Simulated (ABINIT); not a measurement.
MoS2:

```
Mo S
1.0
     3.22746    0.00000    0.00000
    -1.61373    2.79507    0.00000
     0.00000    0.00000    6.31247
Mo S
1 2
Cartesian
  0.0000 0.0000 3.1562
  1.6137 0.9317 4.7008
  0.0000 1.8634 1.6117
```

Measurements of this composition are mostly on another form, of space group No. 194.

```yaml
Program: ABINIT 10.8.3 (patched build)
Task: relaxation of cell and atoms
Functional: LDA
Potentials_or_basis: PseudoDojo NC SR LDA v0.4.1 standard
Cutoff: 1088 eV
k_mesh: 7 × 7 × 3
Occupations: fermi-dirac, width 0.05 eV
Spin: no spin polarisation
```

At the start: pressure -5.7 GPa; volume 18.98 Å³/atom.

Task: Where does the relaxation end?

Result: Over 16 steps the energy falls by 35.7 meV/atom and the volume is 16.45 Å³/atom (-13.3 %); space group P-3m1 (No. 164, to 0.05 Å).

Step by step:
```
step  energy change (eV)  largest force (eV/Å)  pressure (GPa)  volume (Å³)
   1              0.0000                0.1680           -5.67        56.94
   2             -0.0299                0.1115           -3.30        55.96
   3             -0.0514                0.4703            0.28        54.45
   4             -0.0580                0.4545            0.66        54.09
   5             -0.0736                0.1949            0.44        53.15
   6             -0.0750                0.1027           -0.06        53.06
   7             -0.0759                0.0435           -0.38        52.96
   8             -0.0781                0.0406           -0.82        52.70
   9             -0.0834                0.1635           -1.39        52.01
  10             -0.0933                0.2745           -1.61        50.72
  11             -0.1021                0.2284           -1.14        49.78
  12             -0.1063                0.0909           -0.66        49.64
  13             -0.1068                0.0176            0.07        49.21
  14             -0.1071                0.0104           -0.08        49.41
  15             -0.1071                0.0016           -0.01        49.37
  16             -0.1071                0.0001            0.00        49.36
```

Final structure:
```
Mo S
1.0
     3.15544    0.00000    0.00000
    -1.57772    2.73270    0.00000
     0.00000    0.00000    5.72389
Mo S
1 2
Cartesian
  0.0000 0.0000 2.8619
  1.5777 0.9109 4.4195
  0.0000 1.8218 1.3044
```
